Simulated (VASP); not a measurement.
Here is a VASP 6.6.1 calculation.

File INCAR:

```
PREC = Accurate
ENCUT = 520
EDIFF = 1E-7
ISMEAR = 0
SIGMA = 0.1
LREAL = F
LASPH = T
NELM = 100
ALGO = Normal
ISIF = 3
LWAVE = F
LCHARG = F
GGA = PS
IBRION = 2
NSW = 80
EDIFFG = -0.002
PSTRESS = 0.001
```

The input KPOINTS:

```
regular mesh
0
Gamma
  4 4 4
```

File POSCAR:

```
AlN                                     
1.0
    0.0000000000      2.0225869664      2.0225869664
    2.0225869664      0.0000000000      2.0225869664
    2.0225869664      2.0225869664      0.0000000000
  Al              N             
     1     1
Direct
     0.5000000000000000    0.5000000000000000    0.5000000000000000
     0.0000000000000000    0.0000000000000000    0.0000000000000000
```

Potentials or basis: VASP PAW PBE potentials, release 64 (Al, N).

The run is started by

```console
$ cat potpaw_PBE.64/Al/POTCAR potpaw_PBE.64/N/POTCAR > POTCAR
$ mpirun -np 1 vasp_std > vasp.out
```

Task: Estimate the band gap on the k mesh.

Result: 4.49 eV, indirect (least direct gap 5.63 eV).

Final structure:
```
Al N
1.0
     0.00000    2.02259    2.02259
     2.02259    0.00000    2.02259
     2.02259    2.02259    0.00000
Al N
1 1
Direct
  0.50000 0.50000 0.50000
  0.00000 0.00000 0.00000
```

Caveat: the k mesh is coarse (spacing up to 0.67 Å⁻¹), so the values aren't converged; the relaxation stopped at its first step, so nothing moved; the cell is relaxed towards a set pressure, so the enthalpy falls and the energy may rise. A k mesh can miss the band edges.
